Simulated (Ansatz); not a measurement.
## Formation energy and levels of the self-interstitial O_i (4-fold void) in TiO2 (I4_1/amd)

Wanted: the transition levels of a self-interstitial in TiO2 (I4_1/amd), from a cell of 96 host atoms with 1 O put in.

Method: place-levels on r2SCAN runs: charge-transition levels and formation energies with image-charge correction and potential alignment at the atomic sites; PAW set soft_1, in Ansatz 0.2.0.

The experiments to compare with:

For TiO2, anatase (commercial powder, mean particle diameter 143 nm, hand pressed, 300 K), “Part I: determination of a structure/property transformation mechanism responsible for changes in the point of zero change of anatase titania with decreasing particle size” (2024, pmc:11477903) gives, by UV-VIS-NIR reflection spectroscopy: band gap (indirect optical gap from reflection cut-off wavelength, 143 nm …) 3.261 eV [Gap from reflection cut-off wavelength, not a Tauc fit; hand-pressed powder; same powder …].

This is a report of a sequence of runs, with most program output left out.

**1. The starting structure**

The cell holds 97 atoms: 32 Ti and 65 O. Cell: a = 10.684 Å, b = 10.684 Å, c = 9.593 Å, α = 90.0°, β = 90.0°, γ = 90.0°. It derives from TiO2 (space group I4_1/amd). Nearest the centre at fractional (0.625, 0.375, 0.250): O97 at 0.00 Å, O64 at 1.93 Å, O85 at 1.93 Å, O95 at 1.93 Å, O70 at 1.93 Å, Ti53 at 2.67 Å, Ti56 at 2.67 Å, Ti77 at 2.67 Å.

Screening for the image-charge correction: ε∞ = (6.86, 6.86, 6.30), ε0 = (65.68, 65.68, 30.22), computed on the host (DFPT, PBEsol, on the r2SCAN cell), and a cell off the functional's own equilibrium shifts the ionic part.

The cell's shortest repeat is 9.6 Å.

**2. What was run first**

Levels follow from differences of total energies between charge states, each relaxed by itself.

Each atom starts 0.05 Å or so off its site in a random direction: a symmetric start keeps its symmetry, and would miss off-centre moves and Jahn–Teller distortions. Forces are taken at one point at (¼, ¼, ¼). The cell holds 2 electrons more than the neutral one, with a uniform background that keeps it neutral on the whole.

The sampling was tested on the host first: at the k-points planned (1x1x1 shifted 0.25 0.25 0.25) its energy lies 0.000 eV an atom from the dense-mesh value, under the bound of 0.02 eV set for this test; that bounds the host's error, not the defect's.

One state's input; the others differ in charge, spin, start and seed, and in occupations where the table says so.

Input file qm2.relax/input.yaml:

```yaml
crystal:
  lattice:
    - [3.77722781, 3.77722781, 0.0]
    - [-3.77722781, 3.77722781, 0.0]
    - [0.0, 0.0, 9.59309384]
  atoms:
    - { symbol: Ti, position: [0.0, 0.0, 0.0] }
    - { symbol: Ti, position: [0.0, 0.5, 0.5] }
    - { symbol: Ti, position: [0.5, 0.0, 0.5] }
    - { symbol: Ti, position: [0.5, 0.5, 0.0] }
    - { symbol: Ti, position: [0.25, 0.25, 0.25] }
    - { symbol: Ti, position: [0.25, 0.75, 0.75] }
    - { symbol: Ti, position: [0.75, 0.25, 0.75] }
    - { symbol: Ti, position: [0.75, 0.75, 0.25] }
    - { symbol: O, position: [0.25, 0.25, 0.45716038] }
    - { symbol: O, position: [0.25, 0.75, 0.95716038] }
    - { symbol: O, position: [0.75, 0.25, 0.95716038] }
    - { symbol: O, position: [0.75, 0.75, 0.45716038] }
    - { symbol: O, position: [0.0, 0.0, 0.20716038] }
    - { symbol: O, position: [0.0, 0.5, 0.70716038] }
    - { symbol: O, position: [0.5, 0.0, 0.70716038] }
    - { symbol: O, position: [0.5, 0.5, 0.20716038] }
    - { symbol: O, position: [0.25, 0.25, 0.04283962] }
    - { symbol: O, position: [0.25, 0.75, 0.54283962] }
    - { symbol: O, position: [0.75, 0.25, 0.54283962] }
    - { symbol: O, position: [0.75, 0.75, 0.04283962] }
    - { symbol: O, position: [0.0, 0.0, 0.79283962] }
    - { symbol: O, position: [0.0, 0.5, 0.29283962] }
    - { symbol: O, position: [0.5, 0.0, 0.29283962] }
    - { symbol: O, position: [0.5, 0.5, 0.79283962] }
  supercell: [2, 2, 1]
  defects: [{ interstitial: { symbol: O, position: [0.625, 0.375, 0.25] } }]
total_charge: -2
basis:
  ecutwfc: 500
  xc_grid: 2
hamiltonian:
  xc: r2scan
  pseudopotentials: { kind: paw, azcp: { folder: soft_1 } }
kpoints:
  mp_grid: { grid: [1, 1, 1], shift: [0.25, 0.25, 0.25] }
scf:
  occupations: { method: fixed }
  max_iter: 100
output:
  forces: true
  charged_corrections: { epsilon: [6.86, 6.86, 6.3], static_epsilon: [65.68, 65.68, 30.22] }
relax:
  f_tol: 0.02
  max_steps: 80
  random_displacement: { amplitude: 0.05, seed: 9375 }
checkpoint:
  write: "../qm2.relax.run"
  compress: false
  write_wavefunctions: true
  write_every: 100000
```

On the command line:

```console
$ ansatz run input.yaml --threads 32 --pin off --max-ram 56524MiB --backend cuda --events-out ev --progress --plain --runs-dir out --max-vram 78GiB
```

Defect states can disperse in a cell of this size, so the energy is taken again at a 2×2×2 shifted mesh, on the relaxed structure.

The run of this state that the levels use, under r2SCAN:

Input file qm2.point/input.yaml:

```yaml
crystal:
  checkpoint: "../qm2.relax.run"
  host: checkpoint
total_charge: -2
basis:
  ecutwfc: 500
  xc_grid: 2
hamiltonian:
  xc: r2scan
  pseudopotentials: { kind: paw, azcp: { folder: soft_1 } }
kpoints:
  mp_grid: { grid: [2, 2, 2], shift: [0.5, 0.5, 0.5] }
scf:
  occupations: { method: fermi_dirac, width: 0.01 }
  max_iter: 100
output:
  forces: true
  eigenvalues: true
  charged_corrections:
    epsilon: [6.86, 6.86, 6.3]
    static_epsilon: [65.68, 65.68, 30.22]
    defect_position: [0.625, 0.375, 0.25]
  eigenstates: { localisation: true }
  populations: true
  band_densities: [{ bands: [v1, v1] }, { bands: [c1, c1] }]
  write_density: true
  write_potential: true
  volumetric_format: npy
checkpoint:
  read: "../qm2.relax.run"
  write: "../qm2.point.run"
  compress: false
  write_wavefunctions: false
  write_every: 100000
```

Relaxations under r2SCAN at one point at (¼, ¼, ¼); times on 1 × NVIDIA GB200 with 32 threads of Arm Neoverse V2, shared host:

```csv
charge,moment (μB),occupations,outcome,steps,largest displacement against the far atoms (Å),time
−2,0,fixed,converged,13,1.60,15 s
−2,2,fixed,converged,11,1.07,18 s
−1,1,fixed,converged,11,1.07,18 s
0,0,fixed,converged,10,1.25,12 s
0,2,fixed,converged,20,1.00,30 s
+1,1,fixed,converged,16,1.26,31 s
```

Single points under r2SCAN at a 2×2×2 shifted mesh; times on 1 × NVIDIA GB200 with 32 threads of Arm Neoverse V2, shared host:

```csv
charge,moment (μB),occupations,outcome,time
−2,0,fermi-dirac,converged,4.3 s
−2,2,fermi-dirac,converged,13 s
−1,1,fermi-dirac,converged,12 s
0,0,fermi-dirac,converged,4.5 s
0,2,fermi-dirac,converged,12 s
+1,1,fermi-dirac,converged,11 s
```

Distances (Å) from O97 to the nearest atoms after relaxation with r2SCAN:

```csv
charge,moment (μB),1.,2.,3.,4.,5.,6.
−2,0,Ti 1.85,Ti 1.86,O 2.30,O 2.30,O 2.31,O 2.31
−2,2,O 1.91,Ti 2.04,Ti 2.05,Ti 2.10,O 2.46,O 2.47
−1,1,O 1.91,Ti 2.04,Ti 2.05,Ti 2.09,O 2.47,O 2.47
0,0,O 1.45,Ti 2.12,Ti 2.12,Ti 2.13,O 2.54,O 2.54
0,2,O 1.93,Ti 2.12,Ti 2.13,Ti 2.14,O 2.24,O 2.48
+1,1,O 1.38,Ti 2.14,Ti 2.26,Ti 2.26,O 2.51,O 2.51
```

**3. Placing the levels, r2SCAN**

A charged cell interacts with its images and the background, and its potential has another zero than the host's. place-levels removes the first by a point-charge model, screened by the static dielectric constant since the ions have relaxed around the charge, and the second by comparing potentials at atoms far from the defect.

The host is a run of the defect-free crystal in the same cutoffs, grids and k-points, so that basis and sampling errors cancel in part in the differences. Its band edges come from a run of the primitive cell that searches the zone for them. The host is run in a cell of 24 atoms on a matching mesh. Chemical potentials are energies per atom of O (O2 molecule), run with the same functional and cutoff.

Input file levels.point.yaml:

```yaml
host:
  run: host.point.run
  levels_from: { run: edges.point.run }
states: [qm2.point.run, qm2_M2.point.run, qm1_M1.point.run, q0.point.run, q0_M2.point.run, qp1_M1.point.run]
geometry_from:
  qm2.point.run: qm2.relax.run
  qm2_M2.point.run: qm2_M2.relax.run
  qm1_M1.point.run: qm1_M1.relax.run
  q0.point.run: q0.relax.run
  q0_M2.point.run: q0_M2.relax.run
  qp1_M1.point.run: qp1_M1.relax.run
  host.point.run: host.relax.run
chemical_potentials:
  O:
    energy: -565.989614
    dataset: <sha256 of the dataset>
epsilon: [6.86, 6.86, 6.3]
static_epsilon: [65.68, 65.68, 30.22]
vertical:
  - { from: qm2.point.run, to: qm2.point_neutral.run }
  - { from: qm2_M2.point.run, to: qm2_M2.point_neutral.run }
  - { from: qm1_M1.point.run, to: qm1_M1.point_neutral.run }
  - { from: qp1_M1.point.run, to: qp1_M1.point_neutral.run }
```

On the command line:

```console
$ ansatz place-levels levels.point.yaml -- --threads 32 --pin off --max-ram 56524MiB --backend cuda --max-vram 78GiB
```

It took 0.7 s on 32 threads of Arm Neoverse V2, shared host.

Levels between the charges placed, in eV above the valence top:

```csv
,gap (eV),(+1/0),(0/−1),(−1/−2)
r2SCAN,2.54,0.15,2.28,1.92
```

Corrections by state:

```csv
charge,moment (μB),image terms and alignment (eV),band filling (eV),ε used,"over the lowest of its charge, as the program ranks them, band filling apart (eV)"
+1,1.0,0.109,-,"principal values (30.22, 65.68, 65.68)",0.000
0,0.0,0.000,-,-,0.000
−1,1.0,-0.085,-,"principal values (30.22, 65.68, 65.68)",0.000
−2,0.0,-0.162,-,"principal values (30.22, 65.68, 65.68)",0.000
0,2.0,0.000,-,-,2.106
−2,2.0,-0.247,-,"principal values (30.22, 65.68, 65.68)",0.928
```

The charged structures listed were also run neutral, and place-levels reads from each pair, by the potential or the spins, how wide the charge is by which they differ; that can be the carrier of either run.

```csv
charge,rms radius (Å),spread where it is widest against the cell (Å),wide from (Å),reading
+1,1.7,1.17,1.85,narrow
−1,2.2,1.50,1.85,narrow
−2,4.4,2.38,1.66,wide
```

The neutral runs of these pairs need not share the spin of the lowest neutral state, and very wide values only mean spread over the cell.

From the program's caveats on the states, each cut to its opening words:

- charge +1 (1 μB), 0: its displacements don't fall off away from the defect: farther atoms stand 0.013 Å off the host's places
- charge +1 (1 μB), −1 (1 μB), 0 (2 μB), −2 (2 μB): flagged: stability check not made
- charge −1 (1 μB): its displacements don't fall off away from the defect: farther atoms stand 0.011 Å off the host's places
- charge −2: it parts from the run at its places by a charge that spreads by about 2.4 Å along one vector (1.7 Å or more is wide), by its potential at epsilon [6.86, 6.86, [...]
- charge −2: its displacements don't fall off away from the defect: farther atoms stand 0.043 Å off the host's places
- charge 0 (2 μB): its displacements don't fall off away from the defect: farther atoms stand 0.016 Å off the host's places
- charge −2 (2 μB): it parts from the run at its places by a charge that spreads by about 2.3 Å along one vector (1.7 Å or more is wide), by its potential at epsilon [6.86, 6.86, [...]
- charge −2 (2 μB): its displacements don't fall off away from the defect: farther atoms stand 0.012 Å off the host's places
- charge −2 (2 μB): its moments are held at its close (magnetization.spin_locking), by a field of 0.135 eV a Bohr magneton, and its energy and levels are of the state that this [...]

The host's formation energy from the elements is -3.326 eV per atom; it sets how far the chemical potentials can move.

Limit set by the element alone; other compounds of these elements are not counted. Chemical potentials from the elements' reference states: O 0.00 eV, Ti -9.98 eV. Formation energy by charge state (O-rich; gap 2.54 eV):

```csv
charge,at valence top (eV),at conduction bottom (eV),correction included (eV)
+1,1.25,3.79,0.11
0,1.40,1.40,0.00
−1,3.68,1.15,-0.09
−2,5.60,0.53,-0.16
```

```tsv
Fermi level (eV)	lowest formation energy (eV)
0.00	1.25
0.23	1.40
0.46	1.40
0.69	1.40
0.92	1.40
1.15	1.40
1.38	1.40
1.61	1.40
1.84	1.40
2.07	1.40
2.30	0.99
2.54	0.53
```

Limit set by the element alone; other compounds of these elements are not counted. Chemical potentials from the elements' reference states: Ti 0.00 eV, O -4.99 eV. Formation energy by charge state (Ti-rich; gap 2.54 eV):

```csv
charge,at valence top (eV),at conduction bottom (eV),correction included (eV)
+1,6.24,8.77,0.11
0,6.39,6.39,0.00
−1,8.67,6.14,-0.09
−2,10.59,5.52,-0.16
```

```csv
Fermi level (eV),lowest formation energy (eV)
0.00,6.24
0.23,6.39
0.46,6.39
0.69,6.39
0.92,6.39
1.15,6.39
1.38,6.39
1.61,6.39
1.84,6.39
2.07,6.39
2.30,5.98
2.54,5.52
```

**4. Effect of the sampling**

The relaxations' own energies give the levels at their sampling, for comparison.

Input file levels.relax_mesh.yaml:

```yaml
host:
  run: host.relax.run
  levels_from: { run: edges.relax.run }
states: [qm2.relax.run, qm2_M2.relax.run, qm1_M1.relax.run, q0.relax.run, q0_M2.relax.run, qp1_M1.relax.run]
chemical_potentials:
  O:
    energy: -565.989614
    dataset: <sha256 of the dataset>
```

On the command line:

```console
$ ansatz place-levels levels.relax_mesh.yaml -- --threads 32 --pin off --max-ram 56524MiB --backend cuda --max-vram 78GiB
```

It took 0.23 s on 32 threads.

Levels between neighbouring charges, in eV above the valence top:

```csv
,gap (eV),(+1/0),(0/−1),(−1/−2)
"one point at (¼, ¼, ¼)",2.54,0.15,2.28,1.92
a 2×2×2 shifted mesh,2.54,0.15,2.28,1.92
```

Going from one point at (¼, ¼, ¼) to a 2×2×2 shifted mesh moves the levels that carry no band-filling term by up to 0.00 eV and formation energies against the elements by up to 0.00 eV.

**5. Summary of results**

| Quantity | Value |
| --- | --- |
| gap of the host | 2.54 eV (r2SCAN) |
| level (plus 1/0) | 0.15 eV above the valence top |
| level (0/minus 1) | 2.28 eV above the valence top, not a change between lowest states |
| level (minus 1/minus 2) | 1.92 eV above the valence top, not a change between lowest states |
| level (0/minus 2) | 2.10 eV above the valence top |
| lowest of the charges placed, just above the valence top (0.02 eV) | +1 |
| lowest of the charges placed, just below the conduction bottom (0.02 eV) | −2 |
| lowest formation energy at mid-gap of the charges run, O-rich | 1.40 eV |
| lowest formation energy at mid-gap of the charges run, Ti-rich | 6.39 eV |

Of the charges placed (−2, −1, 0 and +1), the lowest changes at 0.15 eV (+1/0) and 2.10 eV (0/−2) above the valence top, in a gap of 2.54 eV. (0/−2) passes over charge −1, which lies 0.18 eV above the two there; a lower structure or spin state of it, if missed, would change that. (+1/0) lies 0.15 eV from a band edge, less than the doubt on such levels. Charges above +1 and below −2 were not placed, so these runs say nothing of levels that involve them. States placed: +1 at 1 μB; 0 at 0 μB and 2 μB; −1 at 1 μB; −2 at 0 μB and 2 μB. Other spin states or structures, where not listed, weren't placed. At charge −2, −1, 0 and +1 the atom put in ends up to 1.6 Å from its starting place, so the name tells the start alone and the levels can join different sites. Going from one point at (¼, ¼, ¼) to a 2×2×2 shifted mesh moves the levels that carry no band-filling term by up to 0.00 eV and formation energies against the elements by up to 0.00 eV. Limits: r2SCAN makes the gap too small and tends to spread out bound carriers; where a gas molecule sets a chemical potential or the host's formation energy, its binding is uncorrected.

Comparison with the measured values:

| quantity | measured | r2SCAN |
| --- | --- | --- |
| band gap (least gap of the host) (eV) | 3.261 | 2.54 (-0.73 eV) |

Measured values from pmc:11477903 (2024).

How well it matches: The band gap is off by -0.73 eV: a clear miss. Local and semilocal functionals usually give gaps below the measured ones. An optical gap can lie under the band gap by the exciton's binding. Zero-point and thermal motion shift the measured gap.

[Logs are printed without paths, hosts, clocks, repeated set-up lines and the standing remarks that a program may print on its own settings, such as how far it seeks lower states.]

[Hosts, paths, dates, database ids (printed as entryN), source tags and the programs' standing remarks are cut or masked in the printed files.]

[Where a table of states has a column of steps, it counts the stored structures, which are thinned; the runs took as many ionic steps or more.]

[A defect's name tells the site on which it was built; relaxed atoms can leave that site.]

[For some hosts the program warned that the k-mesh of the response run may be too coarse for force constants and the static dielectric constant; such warnings are not shown here.]
